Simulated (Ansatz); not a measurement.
Relax this structure to zero stress and force, keeping its symmetry:

```xyz
2
Lattice="3.4560 0.0000 0.0000 -1.7280 2.9930 0.0000 0.0000 0.0000 5.5250" Properties=species:S:1:pos:R:3 pbc="T T T"
Tl    0.0000    1.9953    1.3813
Tl    1.7280    0.9977    4.1438
```

Theory: DFT PBE+D3(BJ), scalar-relativistic, plane waves, PAW (Ansatz 0.2.0).

Plane waves to 420 eV, a k mesh through Γ of 15×15×8 on the computed 2-atom cell and Gaussian smearing (0.10 eV); no spin polarisation.

Task: What does it relax to?

Result: The volume rises by 1.03 Å³/atom to 29.61 Å³/atom, and the energy falls by 4.2 meV/atom. Final structure:
```xyz
2
Lattice="3.5346 0.0000 0.0000 -1.7673 3.0610 0.0000 0.0000 0.0000 5.4734" Properties=species:S:1:pos:R:3 pbc="T T T"
Tl    0.0000    2.0407    1.3683
Tl    1.7673    1.0203    4.1050
```

Spin–orbit coupling is left out, which can shift energies with elements as heavy as these.